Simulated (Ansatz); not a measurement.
Pt under changes of volume

One of the cells (15.080 Å³/atom); the others are scaled copies at fixed shape and fractional positions:

```
Pt
1.0
     0.00000    1.96090    1.96090
     1.96090    0.00000    1.96090
     1.96090    1.96090    0.00000
Pt
1
Direct
  0.00000 0.00000 0.00000
```

| Quantity | Value |
| --- | --- |
| Program | Ansatz 0.2.0 |
| Functional | wPBEh |
| Potentials or basis | PseudoDojo stringent (PBE files) |
| Cutoff | 1143 eV |
| Density cutoff | 4572 eV |
| k mesh | 7 × 7 × 7 |
| Occupations | fermi-dirac, width 0.15 eV |
| Spin | spin-orbit coupling, no magnetisation |

| volume (Å³/atom) | energy over the lowest point (meV/atom) | pressure (GPa) |
| --- | --- | --- |
| 14.175 | ? | ? |
| 14.477 | 64.58 | 22.0 |
| 14.778 | 30.71 | 14.8 |
| 15.080 | 9.68 | 8.4 |
| 15.381 | 0.00 | 2.7 |
| 15.683 | 0.34 | -2.3 |
| 15.985 | 9.53 | -6.7 |

Question: What does the run at 14.175 Å³/atom give?

Answer: Energy over the lowest point 112.99 meV/atom; pressure 30.2 GPa.

Worked out: A Birch-Murnaghan fit of order 3 (a polynomial in V^(-2/3)) to the other rows has its minimum at 15.52 Å³/atom with B0 = V·E''(V) = 258 GPa and B' = 5.5. It gives 113.18 meV/atom at 14.175 Å³/atom, against the run's 112.99, and -dE/dV = 30.0 GPa, against 30.2.

Energies are extrapolated to zero smearing.

Caveats: all runs use coarse meshes; the potentials were made for another functional, which shifts forces and pressure; the thresholds are loose for stress.
